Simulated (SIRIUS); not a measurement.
**TePb in SIRIUS: convergence with k mesh**

Input of the first run (k mesh 1 × 1 × 1); the others differ in this setting and in those tied to it:

sirius.json

```json
{
  "control": {
    "processing_unit": "cpu",
    "std_evp_solver_name": "lapack",
    "gen_evp_solver_name": "lapack",
    "verbosity": 2,
    "print_forces": true,
    "ortho_rf": true,
    "use_second_variation": true,
    "rmt_max": 3.0,
    "num_bands_to_print": 24,
    "save_wf": true
  },
  "parameters": {
    "electronic_structure_method": "full_potential_lapwlo",
    "xc_functionals": ["XC_GGA_X_PBE", "XC_GGA_C_PBE"],
    "core_relativity": "dirac",
    "valence_relativity": "iora",
    "num_fv_states": 37,
    "smearing": "fermi_dirac",
    "smearing_width": 0.0018374661,
    "pw_cutoff": 20,
    "gk_cutoff": 3.4,
    "lmax_apw": 11,
    "lmax_rho": 8,
    "lmax_pot": 8,
    "num_mag_dims": 0,
    "auto_rmt": 0,
    "ngridk": [1, 1, 1],
    "shiftk": [0, 0, 0],
    "num_dft_iter": 80,
    "energy_tol": 1e-07,
    "density_tol": 1e-05,
    "use_symmetry": true
  },
  "settings": {"tol_ne": 1e-10},
  "iterative_solver": {"type": "exact"},
  "mixer": {"type": "anderson", "beta": 0.5, "max_history": 8},
  "unit_cell": {
    "lattice_vectors": [[0.0, 6.1057051087, 6.1057051087], [6.1057051087, 0.0, 6.1057051087], [6.1057051087, 6.1057051087, 0.0]],
    "atom_types": ["Pb", "Te"],
    "atom_files": {"Pb": "Pb.json", "Te": "Te.json"},
    "atoms": {"Pb": [[0.0, 0.0, 0.0]], "Te": [[0.5, 0.5, 0.5]]}
  }
}
```

Contents of Pb.json:

```json
{
  "name": "lead",
  "symbol": "Pb",
  "number": 82,
  "mass": 207.2,
  "rmin": 1e-06,
  "rmt": 2.65,
  "nrmt": 800,
  "rinf": 17.22,
  "core": "1s2s2p3s3p3d4s4p4d",
  "valence": [
    {"basis": [{"enu": -0.04, "dme": 0, "n": 0, "auto": 0}, {"enu": -0.04, "dme": 1, "n": 0, "auto": 0}]},
    {"l": 0, "n": 1, "basis": [{"enu": -0.0473, "dme": 0, "n": 0, "auto": 0}]},
    {"l": 1, "n": 2, "basis": [{"enu": 0.06, "dme": 0, "n": 0, "auto": 0}]},
    {"l": 2, "n": 3, "basis": [{"enu": 0.06, "dme": 0, "n": 0, "auto": 0}]},
    {"l": 3, "n": 4, "basis": [{"enu": 0.06, "dme": 0, "n": 0, "auto": 0}]},
    {"l": 4, "n": 5, "basis": [{"enu": 0.06, "dme": 0, "n": 0, "auto": 0}]}
  ],
  "lo": [
    {
      "l": 0,
      "basis": [{"enu": -0.0473, "dme": 0, "n": 0, "auto": 0}, {"enu": -0.0473, "dme": 1, "n": 0, "auto": 0}]
    },
    {
      "l": 0,
      "basis": [{"enu": -5.0861, "dme": 0, "n": 5, "auto": 1}, {"enu": -5.0861, "dme": 1, "n": 5, "auto": 1}]
    },
    {
      "l": 0,
      "basis": [{"enu": -5.0861, "dme": 1, "n": 5, "auto": 1}, {"enu": -0.0473, "dme": 0, "n": 0, "auto": 0}]
    },
    {
      "l": 0,
      "basis": [{"enu": -0.0473, "dme": 0, "n": 0, "auto": 0}, {"enu": 2.231, "dme": 0, "n": 0, "auto": 0}]
    },
    {"l": 1, "basis": [{"enu": 0.06, "dme": 0, "n": 0, "auto": 0}, {"enu": 0.06, "dme": 1, "n": 0, "auto": 0}]},
    {
      "l": 1,
      "basis": [{"enu": -2.9546, "dme": 0, "n": 5, "auto": 1}, {"enu": -2.9546, "dme": 1, "n": 5, "auto": 1}]
    },
    {
      "l": 1,
      "basis": [{"enu": -2.9546, "dme": 1, "n": 5, "auto": 1}, {"enu": 0.06, "dme": 0, "n": 0, "auto": 0}]
    },
    {"l": 1, "basis": [{"enu": 0.06, "dme": 0, "n": 0, "auto": 0}, {"enu": 2.6801, "dme": 0, "n": 0, "auto": 0}]},
    {"l": 2, "basis": [{"enu": 0.06, "dme": 0, "n": 0, "auto": 0}, {"enu": 0.06, "dme": 1, "n": 0, "auto": 0}]},
    {
      "l": 2,
      "basis": [{"enu": -0.5887, "dme": 0, "n": 5, "auto": 1}, {"enu": -0.5887, "dme": 1, "n": 5, "auto": 1}]
    },
    {
      "l": 2,
      "basis": [{"enu": -0.5887, "dme": 1, "n": 5, "auto": 1}, {"enu": 0.06, "dme": 0, "n": 0, "auto": 0}]
    },
    {"l": 2, "basis": [{"enu": 0.06, "dme": 0, "n": 0, "auto": 0}, {"enu": 3.0219, "dme": 0, "n": 0, "auto": 0}]},
    {"l": 3, "basis": [{"enu": 0.06, "dme": 0, "n": 0, "auto": 0}, {"enu": 0.06, "dme": 1, "n": 0, "auto": 0}]},
    {
      "l": 3,
      "basis": [{"enu": -4.7174, "dme": 0, "n": 4, "auto": 1}, {"enu": -4.7174, "dme": 1, "n": 4, "auto": 1}]
    },
    {
      "l": 3,
      "basis": [{"enu": -4.7174, "dme": 1, "n": 4, "auto": 1}, {"enu": 0.06, "dme": 0, "n": 0, "auto": 0}]
    },
    {"l": 3, "basis": [{"enu": 0.06, "dme": 0, "n": 0, "auto": 0}, {"enu": 3.3637, "dme": 0, "n": 0, "auto": 0}]},
    {"l": 4, "basis": [{"enu": 0.06, "dme": 0, "n": 0, "auto": 0}, {"enu": 0.06, "dme": 1, "n": 0, "auto": 0}]},
    {"l": 4, "basis": [{"enu": 0.06, "dme": 0, "n": 0, "auto": 0}, {"enu": 2.7941, "dme": 0, "n": 0, "auto": 0}]}
  ],
  "free_atom": [... radial grid and density of the free atom, the start of the SCF ...]
}
```

Te.json

```json
{
  "name": "tellurium",
  "symbol": "Te",
  "number": 52,
  "mass": 127.6,
  "rmin": 1e-06,
  "rmt": 2.54,
  "nrmt": 800,
  "rinf": 14.28,
  "core": "1s2s2p3s3p3d",
  "valence": [
    {"basis": [{"enu": -0.04, "dme": 0, "n": 0, "auto": 0}, {"enu": -0.04, "dme": 1, "n": 0, "auto": 0}]},
    {"l": 0, "n": 1, "basis": [{"enu": -0.0591, "dme": 0, "n": 0, "auto": 0}]},
    {"l": 1, "n": 2, "basis": [{"enu": 0.06, "dme": 0, "n": 0, "auto": 0}]},
    {"l": 2, "n": 3, "basis": [{"enu": 0.06, "dme": 0, "n": 0, "auto": 0}]},
    {"l": 3, "n": 4, "basis": [{"enu": 0.06, "dme": 0, "n": 0, "auto": 0}]}
  ],
  "lo": [
    {
      "l": 0,
      "basis": [{"enu": -0.0591, "dme": 0, "n": 0, "auto": 0}, {"enu": -0.0591, "dme": 1, "n": 0, "auto": 0}]
    },
    {
      "l": 0,
      "basis": [{"enu": -5.7239, "dme": 0, "n": 4, "auto": 1}, {"enu": -5.7239, "dme": 1, "n": 4, "auto": 1}]
    },
    {
      "l": 0,
      "basis": [{"enu": -5.7239, "dme": 1, "n": 4, "auto": 1}, {"enu": -0.0591, "dme": 0, "n": 0, "auto": 0}]
    },
    {
      "l": 0,
      "basis": [{"enu": -0.0591, "dme": 0, "n": 0, "auto": 0}, {"enu": 2.4209, "dme": 0, "n": 0, "auto": 0}]
    },
    {"l": 1, "basis": [{"enu": 0.06, "dme": 0, "n": 0, "auto": 0}, {"enu": 0.06, "dme": 1, "n": 0, "auto": 0}]},
    {
      "l": 1,
      "basis": [{"enu": -3.906, "dme": 0, "n": 4, "auto": 1}, {"enu": -3.906, "dme": 1, "n": 4, "auto": 1}]
    },
    {"l": 1, "basis": [{"enu": -3.906, "dme": 1, "n": 4, "auto": 1}, {"enu": 0.06, "dme": 0, "n": 0, "auto": 0}]},
    {"l": 1, "basis": [{"enu": 0.06, "dme": 0, "n": 0, "auto": 0}, {"enu": 2.912, "dme": 0, "n": 0, "auto": 0}]},
    {"l": 2, "basis": [{"enu": 0.06, "dme": 0, "n": 0, "auto": 0}, {"enu": 0.06, "dme": 1, "n": 0, "auto": 0}]},
    {
      "l": 2,
      "basis": [{"enu": -1.2502, "dme": 0, "n": 4, "auto": 1}, {"enu": -1.2502, "dme": 1, "n": 4, "auto": 1}]
    },
    {
      "l": 2,
      "basis": [{"enu": -1.2502, "dme": 1, "n": 4, "auto": 1}, {"enu": 0.06, "dme": 0, "n": 0, "auto": 0}]
    },
    {"l": 2, "basis": [{"enu": 0.06, "dme": 0, "n": 0, "auto": 0}, {"enu": 3.284, "dme": 0, "n": 0, "auto": 0}]},
    {"l": 3, "basis": [{"enu": 0.06, "dme": 0, "n": 0, "auto": 0}, {"enu": 0.06, "dme": 1, "n": 0, "auto": 0}]},
    {"l": 3, "basis": [{"enu": 0.06, "dme": 0, "n": 0, "auto": 0}, {"enu": 2.757, "dme": 0, "n": 0, "auto": 0}]}
  ],
  "free_atom": [... radial grid and density of the free atom, the start of the SCF ...]
}
```

Contents of sirius_start.json:

```json
{
  "control": {
    "processing_unit": "cpu",
    "std_evp_solver_name": "lapack",
    "gen_evp_solver_name": "lapack",
    "verbosity": 1,
    "print_forces": false,
    "ortho_rf": true,
    "use_second_variation": true,
    "rmt_max": 3.0,
    "num_bands_to_print": 24,
    "save_wf": false
  },
  "parameters": {
    "electronic_structure_method": "full_potential_lapwlo",
    "xc_functionals": ["XC_LDA_X", "XC_LDA_C_PW"],
    "core_relativity": "dirac",
    "valence_relativity": "iora",
    "num_fv_states": 37,
    "smearing": "fermi_dirac",
    "smearing_width": 0.0055123983,
    "pw_cutoff": 20,
    "gk_cutoff": 2.72,
    "lmax_apw": 11,
    "lmax_rho": 8,
    "lmax_pot": 8,
    "num_mag_dims": 0,
    "auto_rmt": 0,
    "ngridk": [1, 1, 1],
    "shiftk": [0, 0, 0],
    "num_dft_iter": 30,
    "energy_tol": 0.01,
    "density_tol": 0.05,
    "use_symmetry": true
  },
  "settings": {"tol_ne": 1e-10},
  "iterative_solver": {"type": "exact"},
  "mixer": {"type": "anderson", "beta": 0.5, "max_history": 8},
  "unit_cell": {
    "lattice_vectors": [[0.0, 6.1057051087, 6.1057051087], [6.1057051087, 0.0, 6.1057051087], [6.1057051087, 6.1057051087, 0.0]],
    "atom_types": ["Pb", "Te"],
    "atom_files": {"Pb": "Pb.json", "Te": "Te.json"},
    "atoms": {"Pb": [[0.0, 0.0, 0.0]], "Te": [[0.5, 0.5, 0.5]]}
  }
}
```

Potentials or basis: all-electron FP-LAPW, apw+lo standard.

Launch:

```bash
$ OMP_NUM_THREADS=1 sirius.scf --input=sirius_start.json --output=start.json
$ OMP_NUM_THREADS=1 sirius.scf --input=sirius.json --output=output.json --task=1
```

Hardware: 1 thread of Arm Neoverse V2, with other jobs on the host.

The values tried are 1 × 1 × 1, 2 × 2 × 2, 3 × 3 × 3, 4 × 4 × 4, 6 × 6 × 6, 7 × 7 × 7, 9 × 9 × 9, loosest first. From which on does the energy stay within 1 meV/atom of the tightest run that finished?

From 6 × 6 × 6 on.

```csv
k mesh,"energy less the tightest run, at zero smearing (meV/atom)",SCF cycles,CPU time (s),peak memory (GiB)
1 × 1 × 1,2785.20,10,69,0.47
2 × 2 × 2,833.27,9,68,0.48
3 × 3 × 3,-23.35,10,74,0.49
4 × 4 × 4,3.66,9,73,0.5
6 × 6 × 6,-0.36,9,85,0.54
7 × 7 × 7,-0.77,8,84,0.56
9 × 9 × 9,0.00,8,100,0.63
```

Meshes of other sizes hit other points, so gaps and Fermi surfaces needn't settle smoothly. The tightest run that finished is the yardstick and may itself not be fully converged.

Caveat, for the tightest run too: this odd mesh misses L, where the gap lies, so gap, dielectric constants and Born charges aren't listed. The run has no spin-orbit coupling, so splittings on Pb, Te are missing.
